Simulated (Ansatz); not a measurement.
Rh: the change of pressure and energy above lowest point with volume per atom

All results are calculated (Ansatz 0.2.0 development build). Equation of state of a cubic crystal from periodic Kohn-Sham density functional theory without spin; pressure corrected for the finite basis.

Cell of the first row (space group Im-3m, No. 229):
```
Rh
1.0
     -1.5041     1.5041     1.5041
      1.5041    -1.5041     1.5041
      1.5041     1.5041    -1.5041
Rh
1
Direct
  0.00000 0.00000 0.00000
```

Settings of every row: formula Rh; structure type bcc; functional PBE; spin treatment none; k mesh 25x25x25; occupation method fermi-dirac; occupation width 0.061225619 eV; wave cutoff 420 eV; datasets soft-1 PAW; density cutoff ratio 4.

Limits: a cubic model structure, not a phase known at ambient conditions; no spin polarisation, a magnetic state may lie lower.

```
row  volume per atom (Å³)  pressure (GPa)  energy above lowest point (meV/atom)
  1                 13.61          16.881                                 43.01
  2                  13.9          10.558                                 18.33
  3                14.189           4.963                                   4.4
  4                14.479           0.011                                     0
  5                14.768          -4.367                                  4.03
  6                15.058               ?                                     ?
  7                15.348         -11.648                                 33.51
```

Question: what pressure and energy above lowest point should row 6 give?

Worked fit of pressure. Take u = (V_r/V)^(2/3) − 1 with V_r = 14.334 Å³ an atom, which is twice the finite (Eulerian) strain; such expansions in the strain, on which the Birch-Murnaghan equation of state is built, carry the rest volume and the bulk modulus. The shown rows have u = 0.03516, 0.02071, 0.0068, -0.00669, -0.01969, -0.04454. Least squares give pressure = 2.4119 + 367.666 × u + 1212.32 × u² + 1009 × u³ GPa; a parabola predicts inner rows, each left out in turn, worse (root mean square 0.021 against 0.0076 GPa). The rows lie off it by -0.001, 0.003, -0.005, 0.005, -0.002, 0.000 (root mean square 0.0033 GPa). The pressure vanishes at u = -0.0067, or V = 14.48 Å³ an atom, and there the bulk modulus at fixed shape and fractions is B = −V dP/dV = (2/3)(1 + u) dP/du = 233 GPa. The withheld row has u = -0.03232, so the fit gives 2.4119 + 367.666 × (-0.03232) + 1212.32 × (-0.03232)² + 1009 × (-0.03232)³ = -8.239 GPa.

The calculation gave -8.235 GPa. The fit lies 0.004 GPa (0.014 % of the column's range) below it; its largest miss of a shown row is 0.005 GPa.

Worked fit of energy above lowest point. Take u = (V_r/V)^(2/3) − 1 with V_r = 14.334 Å³ an atom, which is twice the finite (Eulerian) strain; such expansions in the strain, on which the Birch-Murnaghan equation of state is built, carry the rest volume and the bulk modulus. The shown rows have u = 0.03516, 0.02071, 0.0068, -0.00669, -0.01969, -0.04454. Least squares give energy above lowest point = 1.095 + 323.31 × u + 24224 × u² + 14011 × u³ meV/atom; a parabola predicts inner rows, each left out in turn, worse (root mean square 0.28 against 0.042 meV/atom). The rows lie off it by -0.01, 0.03, -0.02, -0.01, 0.02, 0.00. Its lowest point lies at u = -0.0067, or V = 14.48 Å³ an atom, and the curvature there gives the bulk modulus at fixed shape and fractions, B = (4/9)(1 + u)² E″(u)/V = 232 GPa. The withheld row has u = -0.03232, so the fit gives 1.095 + 323.31 × (-0.03232) + 24224 × (-0.03232)² + 14011 × (-0.03232)³ = 15.48 meV/atom.

The calculation gave 15.48 meV/atom. The fit meets it to the printed digit.
